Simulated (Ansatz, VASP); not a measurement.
# Si3Ge: VASP beside Ansatz

Contents of INCAR:

```
ALGO = Normal
EDIFF = 1E-6
ENCUT = 520
GGA = PE
ISIF = 2
ISMEAR = -1
LASPH = T
LCHARG = F
LREAL = F
LWAVE = F
NBANDS = 21
NELM = 60
PREC = Accurate
SIGMA = 0.02
```

Contents of KPOINTS:

```
k-points
0
Gamma
  6 6 6
```

The input POSCAR:

```
Si3Ge
1.0
    4.0650050138      0.0000000000      0.0000000000
    0.0000000000      4.0650050138      0.0000000000
    0.0000000000      0.0000000000      5.2970843169
Si Ge
3 1
Direct
    0.5000000000      0.0000000000      0.7554557209
    0.5000000000      0.5000000000      0.0000000000
    0.0000000000      0.5000000000      0.2445442791
    0.0000000000      0.0000000000      0.5000000000
```

Input for Ansatz:

```yaml
crystal:
  lattice:
    - [4.0650050138, 0.0, 0.0]
    - [0.0, 4.0650050138, 0.0]
    - [0.0, 0.0, 5.2970843169]
  atoms:
    - { symbol: Si, position: [0.5, 0.0, 0.7554557209] }
    - { symbol: Si, position: [0.5, 0.5, 0.0] }
    - { symbol: Si, position: [0.0, 0.5, 0.2445442791] }
    - { symbol: Ge, position: [0.0, 0.0, 0.5] }
kpoints:
  mp_grid: { grid: [6, 6, 6] }
  band_path:
    path:
      - [0.0, 0.0, 0.0]
      - [0.0, 0.5, 0.0]
      - [0.5, 0.5, 0.0]
      - [0.0, 0.0, 0.5]
      - [0.0, 0.5, 0.5]
      - [0.5, 0.5, 0.5]
      - [0.0, 0.0, 0.195312]
    npoints: 1
hamiltonian:
  xc: pbe
scf:
  occupations: { method: fermi_dirac, width: 0.02 }
  n_extra_bands: 5
output:
  forces: true
  stress: true
  eigenvalues: true
```

Change from the starting cell: epitaxial_xy strain +4.5%.

Alike in both runs: task single point; functional PBE; k mesh 6 × 6 × 6; occupations fermi-dirac, width 0.02 eV; no spin polarisation.

|  | VASP | Ansatz |
| --- | --- | --- |
| version | VASP 6.6.1 | Ansatz 0.2.0 |
| potentials or method | VASP PAW PBE potentials, release 64 (Si, Ge_d) | plane waves, PAW |
| plane-wave cutoff (eV) | 520 | 420 |
| valence electrons in the cell | 26 | 26 |

VASP gave:

* pressure (GPa): -2.8
* largest component of the traceless stress (GPa): 3.97
* rms of the force components (eV/Å): 0.027

Q: What did Ansatz give for the same quantities?

A: Pressure (GPa): -2.7; largest component of the traceless stress (GPa): 3.96; rms of the force components (eV/Å): 0.027.

Atom by atom the forces differ by 0.000 eV/Å (rms over components). The functional is the same, so the differences come from potentials, cutoffs and numerics.
